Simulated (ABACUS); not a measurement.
# P in ABACUS: the effect of dispersion

The system is P.

```xyz
4
Lattice="1.6141 -5.3535 0.0000 1.6141 5.3535 0.0000 0.0000 0.0000 4.4509" Properties=species:S:1:pos:R:3 pbc="T T T"
P     1.6141   -4.3271    2.6207
P     1.6141    4.3271    1.8301
P     1.6141   -1.0263    0.3953
P     1.6141    1.0263    4.0556
```

The cell isn't the ideal one: volume scaled by 0.94.

Alike in all runs:

```yaml
Program: ABACUS 3.10.1
Task: equation of state
Functional: PBEsol
Potentials_or_basis: PseudoDojo NC SR 0.4.1 PBE standard
Cutoff: 1361 eV
Density_cutoff: 5442 eV
Basis: DZP LCAO (the cutoffs set its grid)
k_mesh: 6 × 6 × 4
Occupations: fermi-dirac, width 0.05 eV
Spin: no spin polarisation
```

| dispersion | pressure (GPa) |
| --- | --- |
| none | 7.8 |
| D3 | ? |
| D3(BJ) | 5.3 |
| D3(BJ)+ABC | 5.6 |

What does the run with dispersion D3 give?

Pressure 6.9 GPa.

Caveats: the atomic orbitals were generated for these runs and aren't a published set; the potentials were made for another functional, which shifts forces and pressure; the basis of atomic orbitals isn't converged, which shifts pressures, moduli and gaps; pairwise dispersion overbinds metals, which lowers pressure and volume (some runs).
